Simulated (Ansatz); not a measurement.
LiF (wurtzite), relaxed with r2SCAN: it is hexagonal, P6_3mc (No. 186); a = 3.081 Å, c = 4.785 Å in the conventional setting, 9.83 Å³ an atom. Li has 4 F at 1.86–1.87 Å; F has 4 Li at 1.86–1.87 Å. One-shot G0W0@PBE in the PAW code Ansatz on a 6×6×4 mesh (contour deformation, no spin-orbit coupling), from a PBE gap of 7.852 eV over the mesh points (the G0W0 gap is direct on the mesh); the number N of bands summed and the screening cutoff rise together. The cell comes from a prototype generator: it can be a known phase or a hypothetical one. Spin polarisation is off.

```tsv
N	cutoff (eV)	1000/N	G0W0 gap (eV)
73	80	13.699	11.872
157	140	6.369	11.964
```

**Lay a straight line in 1000/N through these rows.** The slope is -0.0126 eV per unit of 1000/N and the intercept 12.044 eV.

**Predict the gap at N = 281 (210 eV).** 12.044 + (-0.0126) × 3.559 = 11.999 eV; the run gives 12.139 eV, +0.140 eV from the line.

**With that run's result added, what limit do the last two rows suggest?** Their slope is (12.139 − 11.964)/(3.559 − 6.369) = -0.0623, which meets 1/N = 0 at 12.36 eV, against 12.044 eV from the first line. The slope steepens, so 1/N isn't yet asymptotic and the true limit probably lies higher still; the k mesh isn't extrapolated.
